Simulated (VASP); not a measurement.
# Ge (P6_3/mmc) in VASP: settings compared

The runs below take Ge through relaxation of cell and atoms, with optB88-vdW, vdW-DF-cx.

Program: VASP 6.6.1. These are calculated values, not measurements. Logs are shortened: lines on timing, memory, paths and dates and some standing lists are left out, and cuts for length are marked.

### Step 1. Starting point

It takes space group P6_3/mmc (No. 194, hexagonal). The conventional cell has a = 3.998 Å, b = 3.998 Å, c = 6.599 Å, α = 90.00°, β = 90.00°, γ = 120.00°. Ge (site symmetry 3m) is surrounded by 4 Ge at 2.45 to 2.47 Å.

This isn't the form of Ge at room conditions, which is diamond.

### Step 2. Relaxation of cell and atoms, optB88-vdW

The input, INCAR:

```
PREC     = Accurate       # precision mode
ENCUT    = 600            # plane-wave cutoff, eV
EDIFF    = 1E-6           # SCF threshold, eV
ISMEAR   = -1             # smearing method
SIGMA    = 0.05           # smearing width, eV
LREAL    = F              # projectors in reciprocal space
LASPH    = T              # aspherical terms in the spheres
NELM     = 60             # most SCF steps
ALGO     = Fast           # electronic algorithm
ISIF     = 3              # what is computed and relaxed
LWAVE    = F              # write WAVECAR
LCHARG   = F              # write CHGCAR
GGA      = BO             # functional
LUSE_VDW = T            
AGGAC    = 0.0          
PARAM1   = 0.1833333333 
PARAM2   = 0.22         
IBRION   = 2              # ionic algorithm
NSW      = 60             # ionic steps
EDIFFG   = -0.02          # ionic threshold
```

The input, KPOINTS:

```
Automatic mesh
0
Gamma
  6 6 3
```

The input, POSCAR:

```
Ge
1.0
    3.9975858431      0.0000000000      0.0000000000
   -1.9987929216      3.4620108940      0.0000000000
    0.0000000000      0.0000000000      6.5993779500
Ge
4
Direct
    0.3333333333      0.6666666667      0.9370987500
    0.6666666667      0.3333333333      0.4370987500
    0.3333333333      0.6666666667      0.5629012500
    0.6666666667      0.3333333333      0.0629012500
```

Potentials or basis: VASP PAW PBE potentials, release 64 (Ge_d).

The run is started by

```console
> cat potpaw_PBE.64/Ge_d/POTCAR > POTCAR
> mpirun -np 1 vasp_std > vasp.out
```

OUTCAR:

```text
PREC = Accurate
   ENCUT = 600
   EDIFF = 1E-6
   ISMEAR = -1
   LREAL = F
   LASPH = T
   NELM = 60
   ISIF = 3
   GGA = BO
   IBRION = 2
   NSW = 60
   EDIFFG = -0.02

 ion  position               nearest neighbor table
   1  0.333  0.667  0.937-   4 2.45   4 2.45   4 2.45   3 2.47
   2  0.667  0.333  0.437-   3 2.45   3 2.45   3 2.45   4 2.47
   3  0.333  0.667  0.563-   2 2.45   2 2.45   2 2.45   1 2.47
   4  0.667  0.333  0.063-   1 2.45   1 2.45   1 2.45   2 2.47

  LATTYP: Found a hexagonal cell.
 ALAT       =     3.9975858431
 C/A-ratio  =     1.6508408347

  Lattice vectors:

 A1 = (   3.9975858431,   0.0000000000,   0.0000000000)
 A2 = (  -1.9987929216,   3.4620108940,   0.0000000000)
 A3 = (   0.0000000000,   0.0000000000,   6.5993779500)

Analysis of symmetry for initial positions (statically):
=====================================================================
 Subroutine PRICEL returns:
 Original cell was already a primitive cell.

 Routine SETGRP: Setting up the symmetry group for a
 hexagonal supercell.

 Subroutine GETGRP returns: Found 24 space group operations
 (whereof 12 operations were pure point group operations)
 out of a pool of 24 trial point group operations.

The static configuration has the point symmetry D_3d.
 The point group associated with its full space group is D_6h.

Analysis of symmetry for dynamics (positions and initial velocities):
=====================================================================
 Subroutine PRICEL returns:
 Original cell was already a primitive cell.

 Routine SETGRP: Setting up the symmetry group for a
 hexagonal supercell.

 Subroutine GETGRP returns: Found 24 space group operations
 (whereof 12 operations were pure point group operations)
 out of a pool of 24 trial point group operations.

The dynamic configuration has the point symmetry D_3d.
 The point group associated with its full space group is D_6h.

 Subroutine INISYM returns: Found 24 space group operations
 (whereof 12 operations are pure point group operations),
 and found     1 'primitive' translations

----------------------------------------------------------------------------------------

                                     Primitive cell

  volume of cell :      91.3333

  direct lattice vectors                    reciprocal lattice vectors
     3.997585843  0.000000000  0.000000000     0.250150976  0.144424733  0.000000000
    -1.998792922  3.462010894  0.000000000     0.000000000  0.288849467  0.000000000
     0.000000000  0.000000000  6.599377950     0.000000000  0.000000000  0.151529433

  length of vectors
     3.997585843  3.997585843  6.599377950     0.288849467  0.288849467  0.151529433

  position of ions in fractional coordinates (direct lattice)
     0.333333333  0.666666667  0.937098750
     0.666666667  0.333333333  0.437098750
     0.333333333  0.666666667  0.562901250
     0.666666667  0.333333333  0.062901250

  ion indices of the primitive-cell ions
   primitive index   ion index
                 1           1
                 2           2
                 3           3
                 4           4

----------------------------------------------------------------------------------------

 KPOINTS: Automatic mesh

Automatic generation of k-mesh.
 Grid dimensions read from file:
 generate k-points for:    6    6    3

 Generating k-lattice:

  Cartesian coordinates                     Fractional coordinates (reciprocal lattice)
     0.041691829  0.024070789  0.000000000     0.166666667  0.000000000  0.000000000
     0.000000000  0.048141578  0.000000000     0.000000000  0.166666667  0.000000000
     0.000000000  0.000000000  0.050509811     0.000000000  0.000000000  0.333333333

  Length of vectors
     0.048141578  0.048141578  0.050509811

  Shift w.r.t. Gamma in fractional coordinates (k-lattice)
     0.000000000  0.000000000  0.000000000

 Subroutine IBZKPT returns following result:
 ===========================================

 Found     14 irreducible k-points:

 Following reciprocal coordinates:
            Coordinates               Weight
  0.000000  0.000000  0.000000      1.000000
  0.166667 -0.000000  0.000000      6.000000
  0.333333  0.000000  0.000000      6.000000
  0.500000 -0.000000  0.000000      3.000000
  0.166667  0.166667  0.000000      6.000000
  0.333333  0.166667  0.000000     12.000000
  0.333333  0.333333  0.000000      2.000000
  0.000000  0.000000  0.333333      2.000000
  0.166667 -0.000000  0.333333     12.000000
  0.333333  0.000000  0.333333     12.000000
  0.500000 -0.000000  0.333333      6.000000
  0.166667  0.166667  0.333333     12.000000
  0.333333  0.166667  0.333333     24.000000
  0.333333  0.333333  0.333333      4.000000
   k-points           NKPTS =     14   k-points in BZ     NKDIM =     14   number of bands    NBANDS=     33
   number of dos      NEDOS =    301   number of ions     NIONS =      4
   total plane-waves  NPLWV =  55296
   dimension x,y,z NGX =    32 NGY =   32 NGZ =   54
   dimension x,y,z NGXF=    64 NGYF=   64 NGZF=  108
   ions per type =               4
   NGX,Y,Z   is equivalent  to a cutoff of  13.31, 13.31, 13.60 a.u.
   NGXF,Y,Z  is equivalent  to a cutoff of  26.62, 26.62, 27.21 a.u.
 SYSTEM =  unknown system
   PREC   = accura    normal or accurate (medium, high low for compatibility)
   ISTART =      0    job   : 0-new  1-cont  2-samecut
   ICHARG =      2    charge: 1-file 2-atom 10-const
   ISPIN  =      1    spin polarized calculation?
   LNONCOLLINEAR =      F non collinear calculations
   LSORBIT =      F    spin-orbit coupling
   LASPH  =      T    aspherical Exc in radial PAW
   ENCUT  =  600.0 eV  44.10 Ry    6.64 a.u.   7.98  7.98 13.18*2*pi/ulx,y,z
   NELM   =     60;   NELMIN=  2; NELMDL= -5     # of ELM steps
   EDIFF  = 0.1E-05   stopping-criterion for ELM
   LREAL  =      F    real-space projection
   EDIFFG = -.2E-01   stopping-criterion for IOM
   NSW    =     60    number of steps for IOM
   IBRION =      2    ionic relax: 0-MD 1-quasi-New 2-CG
   NFREE  =      1    steps in history (QN), initial steepest desc. (CG)
   ISIF   =      3    stress and relaxation
   ISYM   =      2    0-nonsym 1-usesym 2-fastsym
   POTIM  = 0.5000    time-step for ionic-motion
   TEBEG  =    0.0;   TEEND  =   0.0 temperature during run
   PSTRESS=    0.0 pullay stress
   NELECT =      56.0000    total number of electrons
   NUPDOWN=      -1.0000    fix difference up-down
   EMIN   =  10.00;   EMAX   =-10.00  energy-range for DOS
   EFERMI =   0.00;   METHOD = LEGACY
   ISMEAR =    -1;   SIGMA  =   0.05  broadening in eV -4-tet -1-fermi 0-gaus
   EFERMI_NEDOS =   21; number of points for ismear=-14 and -15
   IALGO  =     68    algorithm
   IMIX   =      4    mixing-type and parameters
     AMIX     =   0.40;   BMIX     =  1.00
     AMIX_MAG =   1.60;   BMIX_MAG =  1.00
  volume/ion in A,a.u.               =      22.83       154.09
  Fermi-wavevector in a.u.,A,eV,Ry     =   1.390789  2.628209 26.317650  1.934293
  Thomas-Fermi vector in A             =   2.514690
   LORBIT       =      0    0 simple, 1 ext, 2 COOP (PROOUT), +10 PAW based schemes
   GGA     = BO    functional components
   LHFCALC =     F    Hartree Fock is set to
   AEXX    =    0.0000 exact exchange contribution
   IVDW_NL    =     1    kernel type
   BPARAM     = 6.3000
   IVDW    =     0    specifies the selected vdW correction
   LEPSILON=     F    determine dielectric tensor
   LRPA    =     F    only Hartree local field effects (RPA)
 conjugate gradient relaxation of ions
 non-spin polarized calculation
 RMM-DIIS sequential band-by-band and
  energy-cutoff  :      600.00
  volume of cell :       91.33
 maximum number of plane-waves:      3063
 NGX is ok and might be reduce to    32
   NGX = 15   NGY = 15   NGZ = 27

--------------------------------------- Ionic step        1  -------------------------------------------

 number of electron      55.9999987 magnetization

 Free energy of the ion-electron system (eV)
  ---------------------------------------------------
  ext. energy  EPLUGINS =         0.00000000
  ---------------------------------------------------
  free energy    TOTEN  =        -4.23934314 eV

  energy without entropy =       -4.23801554  energy(sigma->0) =       -4.23867934

 E-fermi :   4.8084     XC(G=0):  -9.9577

 val. band max:        4.7015651264   @ k =   0.0000   0.0000   0.0000
 cond. band min:       4.9320491367   @ k =   0.0000   0.0000   0.0000
 fundamental gap:      0.2304840103
 Fermi energy:         4.8084387136

 k-point     1 :       0.0000    0.0000    0.0000
  band No.  band energies     occupation
      1     -20.1715      2.00000
      2     -20.1715      2.00000
      3     -20.1337      2.00000
      4     -20.1337      2.00000
      5     -20.1335      2.00000
      6     -20.1206      2.00000
[... 25 lines left out ...]
     32       7.0838      0.00000
     33       7.5913      0.00000
[... 688 lines left out ...]
 POSITION                                       TOTAL-FORCE (eV/Angst)
 -----------------------------------------------------------------------------------
     -0.00000      2.33512      6.24957         0.000000      0.000000     -0.008176
      2.02227      1.16756      2.91488         0.000000      0.000000     -0.008176
     -0.00000      2.33512      3.75451        -0.000000     -0.000000      0.008176
      2.02227      1.16756      0.41982        -0.000000     -0.000000      0.008176
 -----------------------------------------------------------------------------------
    total drift:                               -0.000000      0.000000     -0.000000

  FREE ENERGIE OF THE ION-ELECTRON SYSTEM (eV)
  ---------------------------------------------------
  free  energy   TOTEN  =        -4.2691650730 eV

  energy  without entropy=       -4.2679834422  energy(sigma->0) =       -4.26857426

Total vdW correction in eV:     10.7886660

--------------------------------------- Ionic step        7  -------------------------------------------

 number of electron      55.9999994 magnetization

 Free energy of the ion-electron system (eV)
  ---------------------------------------------------
  ext. energy  EPLUGINS =         0.00000000
  ---------------------------------------------------
  free energy    TOTEN  =        -4.26990879 eV

  energy without entropy =       -4.26875713  energy(sigma->0) =       -4.26933296

 E-fermi :   4.4022     XC(G=0):  -9.7818

 val. band max:        4.2943156527   @ k =   0.0000   0.0000   0.0000
 cond. band min:       4.5662247038   @ k =   0.0000   0.0000   0.0000
 fundamental gap:      0.2719090511
 Fermi energy:         4.4022159521

 k-point     1 :       0.0000    0.0000    0.0000
  band No.  band energies     occupation
      1     -20.4803      2.00000
      2     -20.4803      2.00000
      3     -20.4476      2.00000
      4     -20.4457      2.00000
      5     -20.4457      2.00000
      6     -20.4361      2.00000
[... 25 lines left out ...]
     32       6.7045      0.00000
     33       7.1807      0.00000
[... 479 lines left out ...]
 VOLUME and BASIS-vectors are now :
 -----------------------------------------------------------------------------
  energy-cutoff  :      600.00
  volume of cell :       94.90
      direct lattice vectors                 reciprocal lattice vectors
     4.050830662 -0.000000000  0.000000000     0.246862948  0.142526390  0.000000000
    -2.025415331  3.508122260 -0.000000000     0.000000000  0.285052779  0.000000000
    -0.000000000 -0.000000000  6.678324864    -0.000000000 -0.000000000  0.149738148

 POSITION                                       TOTAL-FORCE (eV/Angst)
 -----------------------------------------------------------------------------------
     -0.00000      2.33875      6.25703        -0.000000     -0.000000      0.017904
      2.02542      1.16937      2.91787        -0.000000     -0.000000      0.017904
     -0.00000      2.33875      3.76046         0.000000      0.000000     -0.017904
      2.02542      1.16937      0.42130         0.000000      0.000000     -0.017904
 -----------------------------------------------------------------------------------
    total drift:                               -0.000000      0.000000     -0.000000

  FREE ENERGIE OF THE ION-ELECTRON SYSTEM (eV)
  ---------------------------------------------------
  free  energy   TOTEN  =        -4.2699087901 eV

  energy  without entropy=       -4.2687571263  energy(sigma->0) =       -4.26933296

Total vdW correction in eV:     10.7989004

 reached required accuracy - stopping structural energy minimisation
```

Run time: 8.2 min. Hardware: 1 thread of Intel Xeon Platinum 8488C (Sapphire Rapids), shared host; peak memory 0.52 GiB.

Results:

```
Free energy                            : -4.2699 eV
Relaxed volume                         : 23.73 Å³/atom
Relaxed cell                           : a = 4.051 Å, b = 4.051 Å, c = 6.678 Å, α = 90.00°, β = 90.00°, γ = 120.00°
Space group after relaxing (to 0.05 Å) : P6_3/mmc (No. 194)
Energy gained by relaxing              : 7.6 meV/atom
Ionic steps                            : 7
Pressure after relaxing                : 0.1 GPa
Largest force after relaxing           : 0.018 eV/Å
Band gap on the k mesh                 : 0.27 eV, direct
```

Forces on the atoms (eV/Å):
```
Ge   0.000  0.000  0.018
Ge   0.000  0.000  0.018
Ge   0.000  0.000 -0.018
Ge   0.000  0.000 -0.018
```

The path:
```csv
step,energy change (eV),largest force (eV/Å),pressure (GPa),volume (Å³)
1,0.0000,0.0407,2.65,91.33
2,-0.0275,0.0435,-0.94,96.41
3,-0.0307,0.0205,-0.10,95.09
4,-0.0306,0.0180,0.17,94.93
5,-0.0306,0.0252,-0.28,95.01
6,-0.0298,0.0082,0.50,94.48
7,-0.0306,0.0179,0.08,94.90
```

Final structure:
```
Ge
1.0
     4.05083    0.00000    0.00000
    -2.02542    3.50812    0.00000
     0.00000    0.00000    6.67832
Ge
4
Direct
  0.33333 0.66667 0.93692
  0.66667 0.33333 0.43692
  0.33333 0.66667 0.56308
  0.66667 0.33333 0.06308
```

Caveat: the PAW data sets were made with another functional, which shifts forces and pressure a little; an odd mesh through Γ misses points on the zone boundary, where band edges often lie.

### Step 3. Relaxation of cell and atoms, vdW-DF-cx

INCAR: that of step 2 with these lines changed.

```diff
@@ -12,7 +12,5 @@
 LCHARG   = F              # write CHGCAR
-GGA      = BO             # functional
+GGA      = CX             # functional
 LUSE_VDW = T            
 AGGAC    = 0.0          
-PARAM1   = 0.1833333333 
-PARAM2   = 0.22         
 IBRION   = 2              # ionic algorithm
```

KPOINTS is that of step 2.

POSCAR is that of step 2.

Potentials or basis: VASP PAW PBE potentials, release 64 (Ge_d).

The run is started by

```console
> cat potpaw_PBE.64/Ge_d/POTCAR > POTCAR
> mpirun -np 1 vasp_std > vasp.out
```

It took 6.2 min on 1 thread of Intel Xeon Platinum 8488C (Sapphire Rapids), shared host; peak memory 0.54 GiB.

The run converged. Its results:

```yaml
Free_energy: -5.1344 eV
Relaxed_volume: 22.95 Å³/atom
Relaxed_cell: a = 4.006 Å, b = 4.006 Å, c = 6.606 Å, α = 90.00°, β = 90.00°, γ = 120.00°
Space_group_after_relaxing_to_0.05_Å: P6_3/mmc (No. 194)
Energy_gained_by_relaxing: 0.2 meV/atom
Ionic_steps: 5
Pressure_after_relaxing: 0.0 GPa
Largest_force_after_relaxing: 0.019 eV/Å
Band_gap_on_the_k_mesh: 0.21 eV, direct
```

Forces in eV/Å, atoms in the order of the input:
```
Ge   0.000  0.000 -0.019
Ge   0.000  0.000 -0.019
Ge   0.000  0.000  0.019
Ge   0.000  0.000  0.019
```

Stress tensor (GPa, compression positive):
```
 0.11  0.00  0.00
 0.00  0.11  0.00
 0.00  0.00 -0.08
```

Step by step:
| step | energy change (eV) | largest force (eV/Å) | pressure (GPa) | volume (Å³) |
| --- | --- | --- | --- | --- |
| 1 | 0.0000 | 0.0306 | 0.34 | 91.33 |
| 2 | -0.0005 | 0.0308 | 0.18 | 91.97 |
| 3 | -0.0004 | 0.0419 | -0.13 | 92.08 |
| 4 | -0.0005 | 0.0294 | -0.11 | 91.99 |
| 5 | -0.0006 | 0.0186 | 0.04 | 91.79 |

Final structure:
```
Ge
1.0
     4.00560    0.00000    0.00000
    -2.00280    3.46895    0.00000
     0.00000    0.00000    6.60572
Ge
4
Direct
  0.33333 0.66667 0.93708
  0.66667 0.33333 0.43708
  0.33333 0.66667 0.56292
  0.66667 0.33333 0.06292
```

Levels at points of the mesh, in eV from the valence-band top:
```tsv
k point	band 24	band 25	band 26	band 27	band 28	band 29	band 30	band 31	band 32	band 33
(0.00, 0.00, 0.00)	-1.38	-1.38	-0.06	-0.03	0.00	0.21	0.21	2.33	2.33	2.83
(0.50, 0.00, 0.00)	-6.65	-4.46	-2.96	-2.70	-1.34	0.61	1.71	3.64	3.78	4.40
```

Caveat: the PAW data sets were made with another functional, which shifts forces and pressure a little; an odd mesh through Γ misses points on the zone boundary, where band edges often lie.

### Step 4. For comparison

An earlier run on the cell as given: functional PBE; potentials or basis VASP PAW PBE potentials, release 64 (Ge_d); cutoff 520 eV; k mesh 8 × 8 × 4; occupations fermi-dirac, width 0.05 eV; no spin polarisation.

- Pressure: 2.9 GPa
- Largest force: 0.014 eV/Å
- Band gap on the k mesh: 0.12 eV, direct

### Step 5. The runs side by side

```csv
task,level,cell,k mesh,cutoff (eV),gap on the mesh (eV),pressure (GPa),relaxed volume (Å³/atom),largest force (eV/Å)
relaxation of cell and atoms,optB88-vdW,relaxed,6 × 6 × 3,600,0.27,0.1,23.73,0.02
relaxation of cell and atoms,vdW-DF-cx,relaxed,6 × 6 × 3,600,0.21,0.0,22.95,0.02
single point,PBE,as given,8 × 8 × 4,520,0.12,2.9,-,0.01
```

Alike in all rows: potentials or basis VASP PAW PBE potentials, release 64 (Ge_d); no spin polarisation; smearing fermi-dirac 0.05 eV.

Caveats: the PAW data sets were made with another functional, which shifts forces and pressure a little (some runs); an odd mesh through Γ misses points on the zone boundary, where band edges often lie (some runs).

Total energies depend on the potentials used, so only differences within one code and one set of settings carry meaning.
